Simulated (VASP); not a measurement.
# Ge (Fd-3m) in VASP: further runs

Runs on Ge. Level: LDA. Tasks: phonons.

All numbers are computed with VASP 6.6.1; they aren't measurements. Logs are shortened: lines on timing, memory, paths and dates and some standing lists are left out, and cuts for length are marked.

### Step 1. The crystal as given

The structure is cubic, space group Fd-3m (No. 227). The conventional cell has a = 5.658 Å, b = 5.658 Å, c = 5.658 Å, α = 90.00°, β = 90.00°, γ = 90.00°. Ge (site symmetry -43m) is surrounded by 4 Ge at 2.45 Å.

The cell was built by a generator and needn't be a form met in nature.

### Step 2. Phonons, LDA

POSCAR

```
Ge
1.0
    0.0000000000      2.8290000000      2.8290000000
    2.8290000000      0.0000000000      2.8290000000
    2.8290000000      2.8290000000      0.0000000000
Ge
2
Direct
    0.0000000000      0.0000000000      0.0000000000
    0.2500000000      0.2500000000      0.2500000000
```

INCAR.step1

```
PREC = Accurate
ENCUT = 600
EDIFF = 1E-8
ISMEAR = -1
SIGMA = 0.03
LREAL = F
LASPH = T
NELM = 60
ALGO = Fast
ISIF = 3
LWAVE = F
LCHARG = F
NELECT = 27.98642
IBRION = 2
NSW = 40
EDIFFG = -0.002
```

INCAR.step2

```
PREC = Accurate
ENCUT = 600
EDIFF = 1E-8
ISMEAR = -1
SIGMA = 0.03
LREAL = F
LASPH = T
NELM = 60
ALGO = Fast
ISIF = 2
LWAVE = F
LCHARG = F
NELECT = 27.98642
IBRION = 8
NSW = 1
```

KPOINTS

```
regular mesh
0
Gamma
  14 14 14
```

Potentials or basis: VASP PAW LDA potentials, release 64 (Ge_d).

On the command line:

```console
$ cat potpaw_LDA.64/Ge_d/POTCAR > POTCAR
$ cp INCAR.step1 INCAR
$ mpirun -np 1 vasp_std > vasp.out
$ cp CONTCAR POSCAR
$ cp INCAR.step2 INCAR
$ mpirun -np 1 vasp_std > vasp.out
```

OUTCAR:

```text
PREC = Accurate
   ENCUT = 600
   EDIFF = 1E-8
   ISMEAR = -1
   LREAL = F
   LASPH = T
   NELM = 60
   ISIF = 2
   NELECT = 27.98642
   IBRION = 8
   NSW = 1

 ion  position               nearest neighbor table
   1  0.000  0.000  0.000-   2 2.43   2 2.43   2 2.43   2 2.43
   2  0.250  0.250  0.250-   1 2.43   1 2.43   1 2.43   1 2.43

  LATTYP: Found a face centered cubic cell.
 ALAT       =     5.6129539656

  Lattice vectors:

 A1 = (   0.0000000000,   2.8064769828,   2.8064769828)
 A2 = (   2.8064769828,   0.0000000000,   2.8064769828)
 A3 = (   2.8064769828,   2.8064769828,   0.0000000000)

Analysis of symmetry for initial positions (statically):
=====================================================================
 Subroutine PRICEL returns:
 Original cell was already a primitive cell.

 Routine SETGRP: Setting up the symmetry group for a
 face centered cubic supercell.

 Subroutine GETGRP returns: Found 48 space group operations
 (whereof 24 operations were pure point group operations)
 out of a pool of 48 trial point group operations.

The static configuration has the point symmetry T_d .
 The point group associated with its full space group is O_h .

Analysis of symmetry for dynamics (positions and initial velocities):
=====================================================================
 Subroutine PRICEL returns:
 Original cell was already a primitive cell.

 Routine SETGRP: Setting up the symmetry group for a
 face centered cubic supercell.

 Subroutine GETGRP returns: Found 48 space group operations
 (whereof 24 operations were pure point group operations)
 out of a pool of 48 trial point group operations.

The dynamic configuration has the point symmetry T_d .
 The point group associated with its full space group is O_h .

 Subroutine INISYM returns: Found 48 space group operations
 (whereof 24 operations are pure point group operations),
 and found     1 'primitive' translations

----------------------------------------------------------------------------------------

                                     Primitive cell

  volume of cell :      44.2094

  direct lattice vectors                    reciprocal lattice vectors
     0.000000000  2.806476983  2.806476983    -0.178159309  0.178159309  0.178159309
     2.806476983  0.000000000  2.806476983     0.178159309 -0.178159309  0.178159309
     2.806476983  2.806476983  0.000000000     0.178159309  0.178159309 -0.178159309

  length of vectors
     3.968957812  3.968957812  3.968957812     0.308580975  0.308580975  0.308580975

  position of ions in fractional coordinates (direct lattice)
     0.000000000  0.000000000  0.000000000
     0.250000000  0.250000000  0.250000000

  ion indices of the primitive-cell ions
   primitive index   ion index
                 1           1
                 2           2

----------------------------------------------------------------------------------------

 KPOINTS: regular mesh

Automatic generation of k-mesh.
 Grid dimensions read from file:
 generate k-points for:   14   14   14

 Generating k-lattice:

  Cartesian coordinates                     Fractional coordinates (reciprocal lattice)
    -0.012725665  0.012725665  0.012725665     0.071428571  0.000000000  0.000000000
[... 72 lines left out ...]
   EMIN   =  10.00;   EMAX   =-10.00  energy-range for DOS
   EFERMI =   0.00;   METHOD = LEGACY
   ISMEAR =    -1;   SIGMA  =   0.03  broadening in eV -4-tet -1-fermi 0-gaus
   EFERMI_NEDOS =   21; number of points for ismear=-14 and -15
   IALGO  =     68    algorithm
   IMIX   =      4    mixing-type and parameters
     AMIX     =   0.40;   BMIX     =  1.00
     AMIX_MAG =   1.60;   BMIX_MAG =  1.00
  volume/ion in A,a.u.               =      22.10       149.17
  Fermi-wavevector in a.u.,A,eV,Ry     =   1.405678  2.656346 26.884162  1.975930
  Thomas-Fermi vector in A             =   2.528115
   LORBIT       =      0    0 simple, 1 ext, 2 COOP (PROOUT), +10 PAW based schemes
   GGA     = CA    functional components
   LHFCALC =     F    Hartree Fock is set to
   AEXX    =    0.0000 exact exchange contribution
   IVDW    =     0    specifies the selected vdW correction
   LEPSILON=     F    determine dielectric tensor
   LRPA    =     F    only Hartree local field effects (RPA)
 non-spin polarized calculation
 RMM-DIIS sequential band-by-band and
  energy-cutoff  :      600.00
  volume of cell :       44.21
 maximum number of plane-waves:      1492
   NGX = 15   NGY = 15   NGZ = 15

--------------------------------------- Ionic step        1  -------------------------------------------

 number of electron      27.9864189 magnetization

 Free energy of the ion-electron system (eV)
  ---------------------------------------------------
  ext. energy  EPLUGINS =         0.00000000
  ---------------------------------------------------
  free energy    TOTEN  =       -10.45777322 eV

  energy without entropy =      -10.45734568  energy(sigma->0) =      -10.45755945

 E-fermi :   4.8222     XC(G=0): -10.3970

 val. band max:        4.6110256586   @ k =  -0.1429   0.0714   0.0000
 cond. band min:       4.8254006013   @ k =   0.0714   0.0000   0.0000
 fundamental gap:      0.2143749427
 Fermi energy:         4.8221603861

 k-point     1 :       0.0000    0.0000    0.0000
  band No.  band energies     occupation
      1     -20.0247      2.00000
      2     -20.0247      2.00000
      3     -20.0247      2.00000
      4     -19.9860      2.00000
      5     -19.9860      2.00000
      6     -19.7622      2.00000
[... 481 lines left out ...]
      5     -19.9305      2.00000
      6     -19.8303      2.00000
[... 10 lines left out ...]
     17       9.8873      0.00000
     18       9.8978      0.00000

 [... further k-points ...]
[... 5 lines left out ...]
  --------------------------------------------------------------------------------------
  -------------------------------------------------------------------------------------
  Total        0.0099297      0.0099297      0.0099297      0.0000000      0.0000000     -0.0000000
  in kB        0.3598602      0.3598602      0.3598602      0.0000000      0.0000000     -0.0000000
  external PRESSURE =       0.3598602 kB  Pullay stress =       0.0000000 kB

 VOLUME and BASIS-vectors are now :
 -----------------------------------------------------------------------------
  energy-cutoff  :      600.00
  volume of cell :       44.21
      direct lattice vectors                 reciprocal lattice vectors
     0.000000000  2.806476983  2.806476983    -0.178159309  0.178159309  0.178159309
     2.806476983  0.000000000  2.806476983     0.178159309 -0.178159309  0.178159309
     2.806476983  2.806476983  0.000000000     0.178159309  0.178159309 -0.178159309

 POSITION                                       TOTAL-FORCE (eV/Angst)
 -----------------------------------------------------------------------------------
      0.00000      0.00000      0.00000         0.000000      0.000000      0.000000
      1.40324      1.40324      1.40324        -0.000000     -0.000000     -0.000000
 -----------------------------------------------------------------------------------
    total drift:                               -0.000000      0.000000      0.000000

  FREE ENERGIE OF THE ION-ELECTRON SYSTEM (eV)
  ---------------------------------------------------
  free  energy   TOTEN  =       -10.4577732224 eV

  energy  without entropy=      -10.4573456783  energy(sigma->0) =      -10.45755945

[... ionic steps 2 to 3 ...]

--------------------------------------- Ionic step        4  -------------------------------------------

 Free energy of the ion-electron system (eV)
  ---------------------------------------------------
  ---------------------------------------------------
  free energy    TOTEN  =        -0.19572322 eV

  energy without entropy =       -0.19572322

------------------------ aborting loop because EDIFF is reached ----------------------------------------

 INTERNAL STRAIN TENSOR  FOR ION    1  DIRECTION 1   (eV/Angst):
 -----------------------------------------------------------------------------
    -0.00770  0.00000  0.00000
     0.00000  0.00468  8.78228
     0.00000  8.78228  0.00468

 INTERNAL STRAIN TENSOR FOR ION    2 for displacements in x,y,z  (eV/Angst):
          X           Y           Z          XY          YZ          ZX
  --------------------------------------------------------------------------------
  x     0.00000    -0.00000    -0.00000     0.00000    -8.78228     0.00000
  y    -0.00000     0.00000    -0.00000     0.00000     0.00000    -8.78228
  z    -0.00000    -0.00000     0.00000    -8.78228     0.00000     0.00000

 SECOND DERIVATIVES (NOT SYMMETRIZED)
 ------------------------------------
               1X          1Y          1Z          2X          2Y          2Z
  1X   -10.150255    0.000000    0.000000   10.150255    0.000000    0.000000
  1Y     0.000000  -10.150255    0.000000    0.000000   10.150255    0.000000
  1Z     0.000000    0.000000  -10.150255    0.000000    0.000000   10.150255
  2X    10.150255    0.000000    0.000000  -10.150255    0.000000    0.000000
  2Y     0.000000   10.150255    0.000000    0.000000  -10.150255    0.000000
  2Z     0.000000    0.000000   10.150255    0.000000    0.000000  -10.150255

 Eigenvectors and eigenvalues of the dynamical matrix
 ----------------------------------------------------

   1 f  =    8.266201 THz    51.938075 2PiTHz  275.730800 cm-1    34.186247 meV
             X         Y         Z           dx          dy          dz
      0.000000  0.000000  0.000000     0.707107    0.000000    0.000000
      1.403238  1.403238  1.403238    -0.707107    0.000000    0.000000
[... 16 lines left out ...]
   5 f  =    0.000000 THz     0.000000 2PiTHz    0.000000 cm-1     0.000000 meV
             X         Y         Z           dx          dy          dz
      0.000000  0.000000  0.000000     0.707107    0.000000    0.000000
      1.403238  1.403238  1.403238     0.707107    0.000000    0.000000

   6 f/i=    0.000000 THz     0.000001 2PiTHz    0.000003 cm-1     0.000000 meV
             X         Y         Z           dx          dy          dz
      0.000000  0.000000  0.000000     0.000000    0.339164    0.620458
      1.403238  1.403238  1.403238     0.000000    0.339164    0.620458

--------------------------------------------------------------------------------------------------------

 ELASTIC MODULI CONTR FROM IONIC RELAXATION (kBar)
 Direction    XX          YY          ZZ          XY          YZ          ZX
 --------------------------------------------------------------------------------
 XX          -0.0000     -0.0000     -0.0000     -0.0000      0.0000     -0.0000
 YY          -0.0000     -0.0000     -0.0000     -0.0000     -0.0000      0.0000
 ZZ          -0.0000     -0.0000     -0.0000      0.0000     -0.0000     -0.0000
 XY          -0.0000     -0.0000      0.0000   -275.3806      0.0000      0.0000
 YZ           0.0000     -0.0000     -0.0000      0.0000   -275.3806      0.0000
 ZX          -0.0000      0.0000     -0.0000      0.0000      0.0000   -275.3806
 --------------------------------------------------------------------------------
```

Run time: 11 min. Hardware: 1 thread of Intel Xeon Platinum 8488C (Sapphire Rapids), shared host; peak memory 0.8 GiB.

What came out:

* Relaxed volume: 22.10 Å³/atom
* Relaxed cell: a = 3.969 Å, b = 3.969 Å, c = 3.969 Å, α = 60.00°, β = 60.00°, γ = 60.00°
* Space group after relaxing (to 0.05 Å): Fd-3m (No. 227)
* Highest phonon frequency at Γ: 276 cm⁻¹

The path:
| step | energy change (eV) | largest force (eV/Å) | pressure (GPa) | volume (Å³) |
| --- | --- | --- | --- | --- |
| 1 | 0.0000 | 0.0000 | -1.64 | 45.28 |
| 2 | -0.0047 | 0.0000 | 0.75 | 43.78 |
| 3 | -0.0057 | 0.0000 | -0.01 | 44.21 |

Final structure:
```
Ge
1.0
     0.00000    2.80648    2.80648
     2.80648    0.00000    2.80648
     2.80648    2.80648    0.00000
Ge
2
Cartesian
  0.0000 0.0000 0.0000
  1.4032 1.4032 1.4032
```

Phonon frequencies in cm⁻¹ (negative: imaginary):
```tsv
q point	frequencies
(0.000, 0.000, 0.000)	0 0 0 276 276 276
```

Caveat: the cell is charged against a uniform background, so pressure and absolute levels hang on convention.

(Part 1 of 2 ends here.)
